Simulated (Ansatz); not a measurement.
The cell below belongs to a search over invented structures; it isn't taken from experiment.

Input and command of a plane-wave DFT calculation in Ansatz:

```yaml
crystal:
  lattice:
    - [0.0, 3.87210216, 3.87210216]
    - [3.87210216, 0.0, 3.87210216]
    - [3.87210216, 3.87210216, 0.0]
  atoms:
    - { symbol: Ge, position: [0.38024624, 0.61975376, 0.61975376] }
    - { symbol: Ge, position: [0.61975376, 0.38024624, 0.38024624] }
    - { symbol: Ge, position: [0.61975376, 0.38024624, 0.61975376] }
    - { symbol: Ge, position: [0.38024624, 0.61975376, 0.38024624] }
    - { symbol: Ge, position: [0.61975376, 0.61975376, 0.38024624] }
    - { symbol: Ge, position: [0.38024624, 0.38024624, 0.61975376] }
    - { symbol: Ge, position: [0.75, 0.75, 0.75] }
    - { symbol: Ge, position: [0.0, 0.0, 0.0] }
basis:
  ecutwfc: 420
kpoints:
  mp_grid: { grid: [4, 4, 4] }
hamiltonian:
  xc: pbe
scf:
  occupations: { method: gaussian, width: 0.1 }
  lower_state_search: "off"
output:
  forces: true
  stress: true
  eigenvalues: true
relax:
  adjacent_minimum: "off"
  f_tol: 0.04
  max_steps: 70
  cell: { stress_tol: 0.4 }
```

```bash
ansatz run input.yaml --threads 1 --pin off --max-ram 2560MiB --backend cpu --events-out ev --progress --plain --runs-dir out
```

Processor: Arm Neoverse V2, 1 thread, on a host shared with other jobs.

How long does it run, and how much memory does it take?

About 84 s, peak memory 0.43 GiB. It solves 68 bands at 8 k points (after reduction by symmetry) with about 3719 plane waves (on the last cell), in 84 SCF iterations over 10 ionic steps.
